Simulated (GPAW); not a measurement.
# As (R-3m) in GPAW: settings compared

Aim: see how the results for As move with the level of theory and the settings. Levels: r2SCAN, PBEsol+D3. Tasks: relaxation of cell and atoms.

All numbers are computed with GPAW 26.7.0; they aren't measurements. Logs are shortened: lines on timing, memory, paths and dates and some standing lists are left out, and cuts for length are marked. The log counts tension as positive stress, the text compression.

### Step 1. The structure

Symmetry: R-3m, No. 166, trigonal system. Conventional cell: a = 3.762 Å, b = 3.762 Å, c = 10.542 Å, α = 90.00°, β = 90.00°, γ = 120.00°. As (site symmetry 3m) is surrounded by 3 As at 2.51 Å.

### Step 2. Relaxation of cell and atoms, r2SCAN

Input file run.py:

```python
from ase import Atoms
from ase.filters import FrechetCellFilter
from ase.io import write
from ase.optimize import FIRE
from gpaw import GPAW, PW

atoms = Atoms(['As', 'As'],
              cell=[[1.8807968987, 1.0858785957, 3.5140619945],
                    [-1.8807968987, 1.0858785957, 3.5140619945],
                    [0.0, -2.1717571915, 3.5140619945]],
              scaled_positions=[[0.226, 0.226, 0.226],
                                [0.774, 0.774, 0.774]],
              pbc=True)

calc = GPAW(mode=PW(600),
            xc='MGGA_X_R2SCAN+MGGA_C_R2SCAN',
            kpts={'size': (6, 6, 6), 'gamma': True},
            occupations={'name': 'fermi-dirac', 'width': 0.05},
            nbands=13,
            convergence={'density': 1e-06, 'energy': 1e-06, 'eigenstates': 1e-10},
            maxiter=150,
            txt='gpaw.txt')
atoms.calc = calc
opt = FIRE(FrechetCellFilter(atoms), trajectory='relax.traj', logfile='-')
done = opt.run(fmax=0.05, steps=100)
calc.write('gs.gpw')
write('result.traj', atoms)
print('Converged:', done)
print('Cell:', atoms.cell.cellpar().round(4))
print('Volume:', round(atoms.get_volume(), 4))
print(atoms.get_scaled_positions().round(5))
```

Potentials or basis: GPAW PAW data sets (gpaw-data 1.2.1), pw.

Command:

```sh
$ OMP_NUM_THREADS=1 python run.py
```

gpaw.txt:

```text
__  _  _
 | _ |_)|_||  |
 |__||  | ||/\| - 26.7.0

Input parameters:
  mode=PW(ecut=600.0),
  convergence={'density': 1e-06, 'energy': 1e-06, 'eigenstates': 1e-10},
  kpts=MonkhorstPack(size=(6, 6, 6), gamma=True),
  maxiter=150,
  nbands=13,
  occupations=Occupations(name='fermi-dirac', width=0.05),
  xc=XC(name='MGGA_X_R2SCAN+MGGA_C_R2SCAN')

Diagonalizing LCAO Hamiltonian
Converting LCAO to pw mode

       As

       As

Atoms  # Å, Bohr magnetons
|   | symbol |         x |         y |        z |    initial magnetic moments |
|---|--------|-----------|-----------|----------|-----------------------------|
| 0 |     As | -0.000000 | -0.000000 | 2.382534 | ( 0.0000,  0.0000,  0.0000) |
| 1 |     As |  0.000000 | -0.000000 | 8.159652 | ( 0.0000,  0.0000,  0.0000) |

Unit cell  # Å
| periodic |         x |         y |        z |  lengths |    angles |
|----------|-----------|-----------|----------|----------|-----------|
|      yes |  1.880797 |  1.085879 | 3.514062 | 4.131000 | 54.167000 |
|      yes | -1.880797 |  1.085879 | 3.514062 | 4.131000 | 54.167000 |
|      yes |  0.000000 | -2.171757 | 3.514062 | 4.131000 | 54.167000 |

Number of symmetries: 12
Symmetry operations  # r_c * U_cc + t_c -> r_c
|    | kind |            matrix            |
|----|------|------------------------------|
|  0 |  E   |  1, 0, 0,  0, 1, 0,  0, 0, 1 |
|  1 |  σ   |  1, 0, 0,  0, 0, 1,  0, 1, 0 |
|  2 |  σ   |  0, 1, 0,  1, 0, 0,  0, 0, 1 |
|  3 |  C3  |  0, 1, 0,  0, 0, 1,  1, 0, 0 |
|  4 |  C3  |  0, 0, 1,  1, 0, 0,  0, 1, 0 |
|  5 |  σ   |  0, 0, 1,  0, 1, 0,  1, 0, 0 |
|  6 |  C2  |  0, 0,-1,  0,-1, 0, -1, 0, 0 |
|  7 |  S6  |  0, 0,-1, -1, 0, 0,  0,-1, 0 |
[... 102 lines left out ...]
xc functional:
  name: MGGA_X_R2SCAN+MGGA_C_R2SCAN with 2 nearest neighbor stencil

convergence criteria:
- Maximum integral of absolute [dens]ity change: 1e-06 electrons / valence electron
- Maximum [total energy] change in last 3 cyles: 1e-06 eV / valence electron
- Maximum integral of absolute [eigenst]ate change: 1e-10 eV^2 / valence electron
maximum number of iterations: 150

SCF iterations
|iter     | |      energy | eigst |  dens |
|---------|-|-------------|-------|-------|
|iter:   1| |  -27.954539 | -0.68 |       |
|iter:   2| |  -26.294433 | -1.78 | -1.19 |
|iter:   3| |-32899.472336 | +3.96 | -1.16 |
|iter:   4| |  -20.833982 | +2.31 | +1.54 |
|iter:   5| |  -26.324751 | +0.34 | -0.93 |
|iter:   6| |  -26.336408 | -1.73 | -1.49 |
|iter:   7| |  -26.336552 | -3.52 | -1.72 |
|iter:   8| |  -26.335536 | -3.76 | -1.95 |
|iter:   9| |  -26.335647 | -5.45 | -2.61 |
|iter:  10| |  -26.335715 | -5.43 | -2.86 |
|iter:  11| |  -26.335721 | -6.51 | -3.40 |
|iter:  12| |  -26.335721c| -7.39 | -3.76 |
|iter:  13| |  -26.335721c| -8.83 | -4.15 |
|iter:  14| |  -26.335721c| -9.19 | -4.42 |
|iter:  15| |  -26.335721c| -9.79 | -4.93 |
|iter:  16| |  -26.335721c|-10.54c| -6.31c|

Converged in 16 steps
Energy contributions relative to reference atoms: (reference = -123005.947200)

Energy contributions:
  Kinetic:          15.442878
  Coulomb:         -14.579175
  Zero:             -0.233469
  External:          0.000000
  Xc:              -26.964928
  Entropy:          -0.002053
  Spinorbit:         0.000000
  ----------------------------
  Free energy:     -26.336748
  Extrapolated:    -26.335721
[... 234 lines left out ...]
No gap
No difference between direct/indirect transitions

Stress tensor  # eV/Ang^3
|         x |         y |         z |
|-----------|-----------|-----------|
| -0.009051 |  0.000000 | -0.000000 |
|  0.000000 | -0.009051 | -0.000000 |
| -0.000000 | -0.000000 | -0.008495 |

Forces  # eV/Ang
|       x |        y |        z |
|---------|----------|----------|
| 0.00000 | -0.00000 |  0.03423 |  # As   0
| 0.00000 |  0.00000 | -0.03423 |  # As   1

Interpolating wave functions to new cell

       As

       As

Atoms  # Å, Bohr magnetons
|   | symbol |         x |         y |        z |    initial magnetic moments |
|---|--------|-----------|-----------|----------|-----------------------------|
| 0 |     As | -0.000000 | -0.000000 | 2.391712 | ( 0.0000,  0.0000,  0.0000) |
| 1 |     As |  0.000000 | -0.000000 | 8.183395 | ( 0.0000,  0.0000,  0.0000) |

Unit cell  # Å
| periodic |         x |         y |        z |  lengths |    angles |
|----------|-----------|-----------|----------|----------|-----------|
|      yes |  1.887220 |  1.089587 | 3.525036 | 4.144234 | 54.179347 |
|      yes | -1.887220 |  1.089587 | 3.525036 | 4.144234 | 54.179347 |
|      yes | -0.000000 | -2.179173 | 3.525036 | 4.144234 | 54.179347 |
[... 1228 lines left out ...]
Fermi level: 6.563
Eigenvalues  # (at kpt = [0.000, 0.000, 0.000])
| band index |      eig [eV] | occ [0-2] |
|------------|---------------|-----------|
|          0 |        -8.975 |     2.000 |
|          1 |         0.521 |     2.000 |
|          2 |         3.989 |     2.000 |
|          3 |         4.364 |     2.000 |
|          4 |         4.364 |     2.000 |
|          5 |         8.277 |     0.000 |
|          6 |         9.535 |     0.000 |
|          7 |         9.535 |     0.000 |
|          8 |        13.937 |     0.000 |
|          9 |        13.937 |     0.000 |
|         10 |        14.506 |     0.000 |
|         11 |        15.881 |     0.000 |
|         12 |        15.881 |     0.000 |

No gap
No difference between direct/indirect transitions

Stress tensor  # eV/Ang^3
|        x |        y |         z |
|----------|----------|-----------|
| 0.002367 | 0.000000 |  0.000000 |
| 0.000000 | 0.002367 |  0.000000 |
| 0.000000 | 0.000000 | -0.000961 |

Forces  # eV/Ang
|        x |        y |        z |
|----------|----------|----------|
|  0.00000 |  0.00000 | -0.08167 |  # As   0
| -0.00000 | -0.00000 |  0.08167 |  # As   1

Interpolating wave functions to new cell

       As

       As

Atoms  # Å, Bohr magnetons
|   | symbol |         x |         y |        z |    initial magnetic moments |
|---|--------|-----------|-----------|----------|-----------------------------|
| 0 |     As | -0.000000 | -0.000000 | 2.401759 | ( 0.0000,  0.0000,  0.0000) |
| 1 |     As | -0.000000 | -0.000000 | 8.232019 | ( 0.0000,  0.0000,  0.0000) |
[... 168 lines left out ...]
Fermi level: 6.573
Eigenvalues  # (at kpt = [0.000, 0.000, 0.000])
| band index |      eig [eV] | occ [0-2] |
|------------|---------------|-----------|
|          0 |        -8.977 |     2.000 |
|          1 |         0.533 |     2.000 |
|          2 |         3.999 |     2.000 |
|          3 |         4.366 |     2.000 |
|          4 |         4.367 |     2.000 |
|          5 |         8.274 |     0.000 |
|          6 |         9.541 |     0.000 |
|          7 |         9.541 |     0.000 |
|          8 |        13.950 |     0.000 |
|          9 |        13.950 |     0.000 |
|         10 |        14.529 |     0.000 |
|         11 |        15.895 |     0.000 |
|         12 |        15.895 |     0.000 |

No gap
No difference between direct/indirect transitions

Stress tensor  # eV/Ang^3
|        x |         y |         z |
|----------|-----------|-----------|
| 0.001743 | -0.000000 | -0.000000 |
| 0.000000 |  0.001743 |  0.000000 |
| 0.000000 |  0.000000 | -0.001585 |

Forces  # eV/Ang
|       x |        y |        z |
|---------|----------|----------|
| 0.00000 |  0.00000 | -0.05939 |  # As   0
| 0.00000 | -0.00000 |  0.05939 |  # As   1

Interpolating wave functions to new cell

       As

       As

Atoms  # Å, Bohr magnetons
|   | symbol |         x |         y |        z |    initial magnetic moments |
|---|--------|-----------|-----------|----------|-----------------------------|
| 0 |     As | -0.000000 | -0.000000 | 2.400849 | ( 0.0000,  0.0000,  0.0000) |
| 1 |     As | -0.000000 | -0.000000 | 8.234185 | ( 0.0000,  0.0000,  0.0000) |

Unit cell  # Å
| periodic |         x |         y |        z |  lengths |    angles |
|----------|-----------|-----------|----------|----------|-----------|
|      yes |  1.894921 |  1.094033 | 3.545011 | 4.165902 | 54.112443 |
|      yes | -1.894921 |  1.094033 | 3.545011 | 4.165902 | 54.112443 |
|      yes | -0.000000 | -2.188067 | 3.545011 | 4.165902 | 54.112443 |
[... 179 lines left out ...]
No gap
No difference between direct/indirect transitions

Stress tensor  # eV/Ang^3
|         x |         y |         z |
|-----------|-----------|-----------|
|  0.001043 | -0.000000 | -0.000000 |
| -0.000000 |  0.001043 |  0.000000 |
| -0.000000 |  0.000000 | -0.002267 |

Forces  # eV/Ang
|       x |        y |        z |
|---------|----------|----------|
| 0.00000 |  0.00000 | -0.03444 |  # As   0
| 0.00000 | -0.00000 |  0.03444 |  # As   1

# Writing to gs.gpw (mode='')
```

It took 12 min on 1 thread of Arm Neoverse V1, shared host; peak memory 0.49 GiB.

What came out:

* Free energy: -26.3423 eV
* Relaxed volume: 22.05 Å³/atom
* Relaxed cell: a = 4.166 Å, b = 4.166 Å, c = 4.166 Å, α = 54.11°, β = 54.11°, γ = 54.11°
* Space group after relaxing (to 0.05 Å): R-3m (No. 166)
* Energy gained by relaxing: 2.7 meV/atom
* Ionic steps: 10
* Pressure after relaxing: 0.0 GPa
* Largest force after relaxing: 0.034 eV/Å
* Band gap on the k mesh: none (metal or under the smearing width)

Forces on the atoms (eV/Å):
```
As   0.000  0.000 -0.034
As   0.000  0.000  0.034
```

Stress tensor (GPa, compression positive):
```
-0.17  0.00  0.00
 0.00 -0.17  0.00
 0.00  0.00  0.36
```

Step by step:
| step | energy change (eV) | largest force (eV/Å) | pressure (GPa) | volume (Å³) |
| --- | --- | --- | --- | --- |
| 1 | 0.0000 | 0.0709 | 1.75 | 43.06 |
| 2 | -0.0016 | 0.0342 | 1.42 | 43.21 |
| 3 | -0.0035 | 0.0264 | 0.85 | 43.49 |
| 4 | -0.0046 | 0.0880 | 0.18 | 43.85 |
| 5 | -0.0045 | 0.1189 | -0.37 | 44.20 |
| 6 | -0.0046 | 0.1124 | -0.34 | 44.19 |
| 7 | -0.0048 | 0.0997 | -0.28 | 44.17 |
| 8 | -0.0050 | 0.0817 | -0.20 | 44.15 |
| 9 | -0.0053 | 0.0594 | -0.10 | 44.12 |
| 10 | -0.0054 | 0.0344 | 0.01 | 44.10 |

Final structure:
```cif
data_structure
_symmetry_space_group_name_H-M 'P 1'
_symmetry_Int_Tables_number 1
_cell_length_a 4.1659
_cell_length_b 4.1659
_cell_length_c 4.1659
_cell_angle_alpha 54.112
_cell_angle_beta 54.112
_cell_angle_gamma 54.112
_cell_volume 44.10
loop_
_atom_site_label
_atom_site_type_symbol
_atom_site_fract_x
_atom_site_fract_y
_atom_site_fract_z
_atom_site_occupancy
As1 As 0.22575 0.22575 0.22575 1
As2 As 0.77425 0.77425 0.77425 1
```

Caveat: later steps reuse the first step's grids; the PAW data sets were made with another functional, which shifts forces and pressure a little. Zero-point motion and thermal expansion aren't in these numbers.

(Part 1 of 2 ends here.)
